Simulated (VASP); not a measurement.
A run of VASP 6.6.1 is set up as follows.

Contents of INCAR:

```
SYSTEM = SrTiO3
ALGO     = Normal         ! electronic algorithm
EDIFF    = 1E-7           ! SCF threshold, eV
EDIFFG   = -0.005         ! ionic threshold
ENCUT    = 600            ! plane-wave cutoff, eV
GGA      = PS             ! functional
IBRION   = 2              ! ionic algorithm
ISIF     = 3              ! what is computed and relaxed
ISMEAR   = 0              ! smearing method
KPAR     = 4            
LASPH    = .True.         ! aspherical terms in the spheres
LCHARG   = .False.        ! write CHGCAR
LREAL    = .False.        ! projectors in reciprocal space
LWAVE    = .False.        ! write WAVECAR
NELM     = 80             ! most SCF steps
NSW      = 90             ! ionic steps
PREC     = Accurate       ! precision mode
SIGMA    = 0.03           ! smearing width, eV
```

KPOINTS

```
k-points
0
Gamma
  8 8 8
  0 0 0
```

POSCAR

```
SrTiO3                                  
1.0
    3.8947475960      0.0000000000     -0.0000000000
    0.0000000000      3.8947475960     -0.0000000000
    0.0000000000      0.0000000000      3.8947475960
  Sr              Ti              O             
     1     1     3
Direct
     0.5000000000000000    0.5000000000000000    0.5000000000000000
     0.0000000000000000    0.0000000000000000    0.0000000000000000
     0.5000000000000000    0.0000000000000000    0.0000000000000000
     0.0000000000000000    0.5000000000000000    0.0000000000000000
     0.0000000000000000    0.0000000000000000    0.5000000000000000
```

Potentials or basis: VASP PAW PBE potentials, release 64 (Sr_sv, Ti_sv, O).

Command:

```console
$ cat potpaw_PBE.64/Sr_sv/POTCAR potpaw_PBE.64/Ti_sv/POTCAR potpaw_PBE.64/O/POTCAR > POTCAR
$ mpirun -np 4 vasp_std > vasp.out
```

(1) Estimate the band gap on the k mesh.

Answers

(1) 1.82 eV, indirect (least direct gap 2.17 eV).

Caveat: the relaxation stopped at its first step, so nothing moved.
